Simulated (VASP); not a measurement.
Runs of VASP 6.6.1 on Re. It takes space group Fm-3m (No. 225, cubic). Conventional cell: a = 3.950 Å, b = 3.950 Å, c = 3.950 Å, α = 90.00°, β = 90.00°, γ = 90.00°. Re (site symmetry m-3m) is surrounded by 12 Re at 2.79 Å. This isn't the form of Re at room conditions, which is hcp.

| cell | gap on the mesh (eV) | pressure (GPa) |
| --- | --- | --- |
| as given | none | -9.8 |
| volume scaled by 0.94 | none | (a) |
| volume scaled by 0.98 | none | -2.9 |
| volume scaled by 1.04 | none | -21.4 |

Alike in all rows: task single point; level PBE; potentials or basis VASP PAW PBE potentials, release 64 (Re); no spin polarisation; k mesh 12 × 12 × 12; cutoff (eV) 520; smearing fermi-dirac 0.05 eV.

Problem. Fill in the values left out.

Solution. (a) 13.6.

Caveats: so large a pressure means that the cell lies far from this level's equilibrium, or that cutoff or potentials fall short (some runs).

A k mesh can miss the band edges, and the runs leave out spin-orbit coupling on Re.

A gap of «none» marks a metal or a gap under the smearing width.
